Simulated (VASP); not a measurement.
# Si7H2 in VASP: a series of runs

One slab, Si7H2, is run at these levels: PBE; tasks: relaxation of the atoms, single point.

All numbers are computed with VASP 6.6.1; they aren't measurements. Logs are shortened: lines on timing, memory, paths and dates and some standing lists are left out, and cuts for length are marked.

### Step 1. The slab as given

The cell holds a slab with vacuum, 18 atoms: a = 7.734 Å, b = 3.867 Å, c = 26.163 Å, α = 90.00°, β = 90.00°, γ = 90.00°.

### Step 2. Relaxation of the atoms, PBE

The input, INCAR:

```
SYSTEM = Si7H2
PREC = Normal
ENCUT = 450
EDIFF = 1E-6
ISMEAR = 0
SIGMA = 0.05
LREAL = Auto
LASPH = .TRUE.
NELM = 80
ALGO = Normal
ISIF = 2
LWAVE = .FALSE.
LCHARG = .FALSE.
LDIPOL = .TRUE.
IDIPOL = 3
DIPOL = 0.5 0.5 0.472
GGA = PE
IBRION = 2
NSW = 90
EDIFFG = -0.03
```

The input, KPOINTS:

```
regular mesh
0
G
  4 8 1
  0 0 0
```

The input, POSCAR:

```
Si7H2
1.0
    7.7337598000      0.0000000000      0.0000000000
    0.0000000000      3.8668799000      0.0000000000
    0.0000000000      0.0000000000     26.1632170000
H Si
4 14
Selective dynamics
Direct
    0.5000000000      0.6853833000      0.3248836000  F F F
    0.5000000000      0.3146167000      0.3248836000  F F F
    0.0000000000      0.3146167000      0.3248836000  F F F
    0.0000000000      0.6853833000      0.3248836000  F F F
    0.5000000000      0.0000000000      0.3577666300  F F F
    0.0000000000      0.0000000000      0.3577666300  F F F
    0.7500000000      0.0000000000      0.4100212300  F F F
    0.2500000000      0.0000000000      0.4100212300  F F F
    0.7500000000      0.5000000000      0.4622758400  F F F
    0.2500000000      0.5000000000      0.4622758400  F F F
    0.0000000000      0.5000000000      0.5145304400  T T T
    0.5000000000      0.5000000000      0.5145304400  T T T
    0.0000000000      0.0000000000      0.5667850400  T T T
    0.5000000000      0.0000000000      0.5667850400  T T T
    0.2500000000      0.0000000000      0.6190396400  T T T
    0.7500000000      0.0000000000      0.6190396400  T T T
    0.3450000000      0.5000000000      0.6751164000  T T T
    0.6550000000      0.5000000000      0.6521834500  T T T
```

Potentials or basis: VASP PAW PBE potentials, release 64 (H, Si).

On the command line:

```sh
$ cat potpaw_PBE.64/H/POTCAR potpaw_PBE.64/Si/POTCAR > POTCAR
$ mpirun -np 8 vasp_std > vasp.out
```

OUTCAR:

```text
SYSTEM = Si7H2
   PREC = Normal
   ENCUT = 450
   EDIFF = 1E-6
   ISMEAR = 0
   LREAL = Auto
   LASPH = .TRUE.
   NELM = 80
   ISIF = 2
   GGA = PE
   IBRION = 2
   NSW = 90
   EDIFFG = -0.03

 ion  position               nearest neighbor table
   1  0.500  0.685  0.325-   5 1.49
   2  0.500  0.315  0.325-   5 1.49
   3  0.000  0.315  0.325-   6 1.49
   4  0.000  0.685  0.325-   6 1.49
   5  0.500  0.000  0.358-   1 1.49   2 1.49   7 2.37   8 2.37
   6  0.000  0.000  0.358-   3 1.49   4 1.49   7 2.37   8 2.37
   7  0.750  0.000  0.410-   5 2.37   6 2.37   9 2.37   9 2.37
   8  0.250  0.000  0.410-   5 2.37   6 2.37  10 2.37  10 2.37
   9  0.750  0.500  0.462-  11 2.37  12 2.37   7 2.37   7 2.37
  10  0.250  0.500  0.462-  11 2.37  12 2.37   8 2.37   8 2.37
  11  0.000  0.500  0.515-  13 2.37  13 2.37   9 2.37  10 2.37
  12  0.500  0.500  0.515-  14 2.37  14 2.37   9 2.37  10 2.37
  13  0.000  0.000  0.567-  11 2.37  15 2.37  16 2.37  11 2.37
  14  0.500  0.000  0.567-  12 2.37  15 2.37  16 2.37  12 2.37
  15  0.250  0.000  0.619-  13 2.37  14 2.37  17 2.54  17 2.54
  16  0.750  0.000  0.619-  18 2.24  18 2.24  13 2.37  14 2.37
  17  0.345  0.500  0.675-  18 2.47  15 2.54  15 2.54
  18  0.655  0.500  0.652-  16 2.24  16 2.24  17 2.47

  LATTYP: Found a simple orthorhombic cell.
 ALAT       =     3.8668799000
 B/A-ratio  =     2.0000000000
 C/A-ratio  =     6.7659761039

  Lattice vectors:

 A1 = (   0.0000000000,  -3.8668799000,   0.0000000000)
 A2 = (   7.7337598000,   0.0000000000,   0.0000000000)
 A3 = (   0.0000000000,   0.0000000000,  26.1632170000)

Analysis of symmetry for initial positions (statically):
=====================================================================
 Subroutine PRICEL returns:
 Original cell was already a primitive cell.

 Routine SETGRP: Setting up the symmetry group for a
 simple orthorhombic supercell.

 Subroutine GETGRP returns: Found  2 space group operations
 (whereof  2 operations were pure point group operations)
 out of a pool of  8 trial point group operations.

The static configuration has the point symmetry C_1h.

Analysis of symmetry for dynamics (positions and initial velocities):
=====================================================================
 Subroutine PRICEL returns:
 Original cell was already a primitive cell.

 Routine SETGRP: Setting up the symmetry group for a
 simple orthorhombic supercell.

 Subroutine GETGRP returns: Found  2 space group operations
[... 168 lines left out ...]
   LEPSILON=     F    determine dielectric tensor
   LRPA    =     F    only Hartree local field effects (RPA)
 conjugate gradient relaxation of ions
 non-spin polarized calculation
 Gauss-broadening in eV      SIGMA  =   0.05
  energy-cutoff  :      450.00
  volume of cell :      782.42
 maximum number of plane-waves:     17014
   NGX = 27   NGY = 13   NGZ = 91

 dipolmoment           0.000000      0.000000     -0.004083 electrons x Angstroem

--------------------------------------- Ionic step        1  -------------------------------------------

 number of electron      59.9999957 magnetization

 Free energy of the ion-electron system (eV)
  ---------------------------------------------------
  ext. energy  EPLUGINS =         0.00000000
  ---------------------------------------------------
  free energy    TOTEN  =       -85.52390082 eV

  energy without entropy =      -85.51695871  energy(sigma->0) =      -85.52042977

------------------------ aborting loop because EDIFF is reached ----------------------------------------

  FORCE on cell =-STRESS in cart. coord.  units (eV):
  Direction    XX          YY          ZZ          XY          YZ          ZX
  --------------------------------------------------------------------------------------
  -------------------------------------------------------------------------------------
  Total       -2.8800557      7.3829391     -1.3374875      0.0000000      0.0000000     -1.6338484
  in kB       -5.8975138     15.1181052     -2.7387841      0.0000000      0.0000000     -3.3456448
  external PRESSURE =       2.1606025 kB  Pullay stress =       0.0000000 kB
[... 137 lines left out ...]
  FREE ENERGIE OF THE ION-ELECTRON SYSTEM (eV)
  ---------------------------------------------------
  free  energy   TOTEN  =       -85.8482556966 eV

  energy  without entropy=      -85.8425797151  energy(sigma->0) =      -85.84541771

[... ionic steps 4 to 29 ...]

--------------------------------------- Ionic step       30  -------------------------------------------

 number of electron      59.9999959 magnetization

------------------------ aborting loop because EDIFF is reached ----------------------------------------
[... 99 lines left out ...]
--------------------------------------- Ionic step       32  -------------------------------------------

 number of electron      59.9999958 magnetization

 dipolmoment           0.000000      0.000000      0.082517 electrons x Angstroem

 Free energy of the ion-electron system (eV)
  ---------------------------------------------------
  ext. energy  EPLUGINS =         0.00000000
  ---------------------------------------------------
  free energy    TOTEN  =       -86.10544509 eV

  energy without entropy =      -86.10544491  energy(sigma->0) =      -86.10544500

 E-fermi :  -0.7409     XC(G=0):  -4.1413

 val. band max:       -0.9007043954   @ k =   0.5000   0.1250   0.0000
 cond. band min:      -0.5887710121   @ k =   0.0000   0.5000   0.0000
 fundamental gap:      0.3119333834
 Fermi energy:        -0.7408915037

 k-point     1 :       0.0000    0.0000    0.0000
  band No.  band energies     occupation
      1     -12.5889      2.00000
      2     -11.9265      2.00000
      3     -10.8140      2.00000
      4     -10.4923      2.00000
      5     -10.4804      2.00000
      6      -9.9962      2.00000
[... 634 lines left out ...]
     39       2.3508      0.00000
     40       2.5350      0.00000

------------------------ aborting loop because EDIFF is reached ----------------------------------------

 vacuum level on the upper side and lower side of the slab       (xc-potential included)         0.155        -0.317

  FORCE on cell =-STRESS in cart. coord.  units (eV):
  Direction    XX          YY          ZZ          XY          YZ          ZX
  --------------------------------------------------------------------------------------
  -------------------------------------------------------------------------------------
  Total       -2.5134573      6.6154280     -0.3154325      0.0000000      0.0000000     -0.0554924
  in kB       -5.1468273     13.5464663     -0.6459137      0.0000000      0.0000000     -0.1136323
  external PRESSURE =       2.5845751 kB  Pullay stress =       0.0000000 kB
[... 33 lines left out ...]
  FREE ENERGIE OF THE ION-ELECTRON SYSTEM (eV)
  ---------------------------------------------------
  free  energy   TOTEN  =       -86.1054450872 eV

  energy  without entropy=      -86.1054449132  energy(sigma->0) =      -86.10544500

 reached required accuracy - stopping structural energy minimisation

 vacuum level on the upper side and lower side of the slab         4.063         3.576
```

OSZICAR:

```text
N       E                     dE             d eps       ncg     rms          rms(c)
DAV:   1     0.280615631581E+03    0.28062E+03   -0.18036E+04  1200   0.972E+02
DAV:   2    -0.582148164860E+02   -0.33883E+03   -0.32964E+03  1672   0.186E+02
DAV:   3    -0.870796910810E+02   -0.28865E+02   -0.28491E+02  1400   0.559E+01
[... 278 lines left out ...]
DAV:   1    -0.861054149161E+02   -0.21008E-03   -0.11700E-02  1200   0.377E-01    0.454E-02
DAV:   2    -0.861054501925E+02   -0.35276E-04   -0.61708E-04  1552   0.985E-02    0.194E-02
DAV:   3    -0.861054463488E+02    0.38437E-05   -0.33626E-05  1696   0.237E-02    0.120E-02
DAV:   4    -0.861054450691E+02    0.12798E-05   -0.70156E-06  1480   0.996E-03    0.515E-03
DAV:   5    -0.861054450872E+02   -0.18155E-07   -0.11771E-06   896   0.445E-03
  32 F= -.86105445E+02 E0= -.86105445E+02  d E =-.240244E-03
```

Run time: 4.6 min. Hardware: 8 MPI ranks of Intel Xeon 6975P-C (Granite Rapids), shared host; peak memory 0.18 GiB.

What came out:

- Free energy: -86.1054 eV
- Energy gained by relaxing: 32.3 meV/atom
- Ionic steps: 32
- Band gap on the k mesh: 0.31 eV, indirect (least direct gap 0.81 eV)

The path:
```
step  energy change (eV)  largest force (eV/Å)  pressure (GPa)
   1              0.0000                1.7454            0.22
   2             -0.2974                0.8027            0.16
   3             -0.3244                1.0114            0.17
   4             -0.4176                0.5503            0.23
   5             -0.4274                0.5420            0.27
   6             -0.4586                0.4433            0.29
   7             -0.4689                0.5793            0.33
   8             -0.4703                0.4440            0.32
   9             -0.4971                0.4447            0.33
  10             -0.5112                0.5505            0.37
  11             -0.5319                0.6312            0.37
  12             -0.5378                0.7478            0.37
  13             -0.5523                0.6409            0.34
  14             -0.5530                0.6093            0.33
  15             -0.5643                0.4838            0.30
  16             -0.5654                0.4462            0.28
  17             -0.5702                0.4461            0.26
  18             -0.5703                0.4459            0.26
  19             -0.5731                0.4458            0.25
  20             -0.5735                0.4457            0.25
  21             -0.5758                0.4456            0.26
  22             -0.5765                0.4455            0.27
  23             -0.5775                0.4457            0.27
  24             -0.5776                0.4456            0.27
  25             -0.5785                0.4458            0.27
  26             -0.5794                0.4461            0.27
  27             -0.5802                0.4461            0.27
  28             -0.5805                0.4460            0.27
  29             -0.5806                0.4461            0.27
  30             -0.5810                0.4459            0.27
  31             -0.5813                0.4459            0.26
  32             -0.5815                0.4457            0.26
```

Final structure:
```cif
data_structure
_symmetry_space_group_name_H-M 'P 1'
_symmetry_Int_Tables_number 1
_cell_length_a 7.7338
_cell_length_b 3.8669
_cell_length_c 26.1632
_cell_angle_alpha 90.000
_cell_angle_beta 90.000
_cell_angle_gamma 90.000
_cell_volume 782.42
loop_
_atom_site_label
_atom_site_type_symbol
_atom_site_fract_x
_atom_site_fract_y
_atom_site_fract_z
_atom_site_occupancy
H1 H 0.50000 0.68538 0.32488 1
H2 H 0.50000 0.31462 0.32488 1
H3 H 0.00000 0.31462 0.32488 1
H4 H 0.00000 0.68538 0.32488 1
Si1 Si 0.50000 0.00000 0.35777 1
Si2 Si 0.00000 0.00000 0.35777 1
Si3 Si 0.75000 0.00000 0.41002 1
Si4 Si 0.25000 0.00000 0.41002 1
Si5 Si 0.75000 0.50000 0.46228 1
Si6 Si 0.25000 0.50000 0.46228 1
Si7 Si 0.99955 0.50000 0.51713 1
Si8 Si 0.50020 0.50000 0.51199 1
Si9 Si 0.00415 0.00000 0.57135 1
Si10 Si 0.49047 0.00000 0.56239 1
Si11 Si 0.26344 0.00000 0.62228 1
Si12 Si 0.73834 0.00000 0.61913 1
Si13 Si 0.31319 0.50000 0.67493 1
Si14 Si 0.59593 0.50000 0.64684 1
```

PBE gaps usually lie below the measured ones, often by a third to a half.

### Step 3. Single point, PBE

The input, INCAR:

```
PREC = Normal ; ENCUT = 450
EDIFF = 1E-6 ; ISMEAR = 0
SIGMA = 0.05 ; LREAL = Auto
LASPH = True ; NELM = 80
ALGO = Fast ; ISIF = 2
LWAVE = False ; LCHARG = False
LDIPOL = True ; IDIPOL = 3
DIPOL = 0.5 0.5 0.472 ; GGA = PE
LVHAR = True ; LVACPOTAV = True
ICORELEVEL = 1
```

The input, KPOINTS:

```
regular mesh
0
Gamma
  4 8 1
```

The input, POSCAR:

```
Si7H2                                   
1.0
    7.7337598000      0.0000000000      0.0000000000
    0.0000000000      3.8668799000      0.0000000000
    0.0000000000      0.0000000000     26.1632170000
  H               Si            
     4    14
Selective dynamics
Direct
     0.5000000000000000    0.6853832999999980    0.3248835999999997   F   F   F
     0.5000000000000000    0.3146167000000020    0.3248835999999997   F   F   F
     0.0000000000000000    0.3146167000000020    0.3248835999999997   F   F   F
     0.0000000000000000    0.6853832999999980    0.3248835999999997   F   F   F
     0.5000000000000000    0.0000000000000000    0.3577666300000004   F   F   F
     0.0000000000000000    0.0000000000000000    0.3577666300000004   F   F   F
     0.7500000000000000    0.0000000000000000    0.4100212299999981   F   F   F
     0.2500000000000000    0.0000000000000000    0.4100212299999981   F   F   F
     0.7500000000000000    0.5000000000000000    0.4622758399999967   F   F   F
     0.2500000000000000    0.5000000000000000    0.4622758399999967   F   F   F
     0.9995546395664947    0.5000000000000000    0.5171279181927928   T   T   T
     0.5001995794046068    0.5000000000000000    0.5119894737243886   T   T   T
     0.0041516680527552    0.0000000000000000    0.5713456244165385   T   T   T
     0.4904695922021075    0.0000000000000000    0.5623871780577784   T   T   T
     0.2634353747846449    0.0000000000000000    0.6222819163737560   T   T   T
     0.7383353519059105    0.0000000000000000    0.6191278952464807   T   T   T
     0.3131868774574343    0.5000000000000000    0.6749296240841326   T   T   T
     0.5959320022133642    0.5000000000000000    0.6468354605373989   T   T   T
```

Potentials or basis: VASP PAW PBE potentials, release 64 (H, Si).

On the command line:

```sh
$ cat potpaw_PBE.64/H/POTCAR potpaw_PBE.64/Si/POTCAR > POTCAR
$ mpirun -np 8 vasp_std > vasp.out
```

It took 35 s on 8 MPI ranks of Intel Xeon 6975P-C (Granite Rapids), shared host; peak memory 0.18 GiB.

The run converged. Its results:

```yaml
Free_energy: -86.1054 eV
Largest_force: 0.446 eV/Å
Band_gap_on_the_k_mesh: 0.31 eV, indirect (least direct gap 0.81 eV)
Ionisation_potential_of_the_upper_face: 5.05 eV
```

Forces in eV/Å, atoms in the order of the input:
```
H    0.001  0.427 -0.088
H    0.001 -0.427 -0.088
H    0.000 -0.434 -0.100
H    0.000  0.434 -0.100
Si  -0.001  0.000  0.349
Si   0.007  0.000  0.302
Si   0.143  0.000 -0.109
Si  -0.156  0.000 -0.125
Si   0.339  0.000 -0.018
Si  -0.318  0.000 -0.018
Si  -0.008  0.000 -0.011
Si   0.003  0.000 -0.004
Si  -0.016  0.000  0.007
Si   0.025  0.000  0.014
Si  -0.019  0.000 -0.010
Si   0.014  0.000  0.002
Si  -0.015  0.000 -0.002
Si   0.000  0.000  0.000
```

Levels at points of the mesh, in eV from the valence-band top:
```tsv
k point	band 26	band 27	band 28	band 29	band 30	band 31	band 32	band 33	band 34	band 35
(0.00, 0.00, 0.00)	-1.04	-0.63	-0.61	-0.43	-0.22	0.59	0.95	1.33	1.71	1.89
(0.50, 0.00, 0.00)	-1.15	-0.96	-0.51	-0.28	-0.25	0.62	1.69	1.84	1.92	2.26
(0.00, 0.50, 0.00)	-1.46	-1.17	-1.12	-0.97	-0.92	0.31	1.12	1.46	1.95	2.02
(0.50, 0.50, 0.00)	-2.10	-2.05	-2.03	-1.56	-0.82	0.55	1.64	1.65	2.00	2.10
```

Expect the measured gap to be larger: semilocal functionals such as PBE lack the derivative discontinuity.
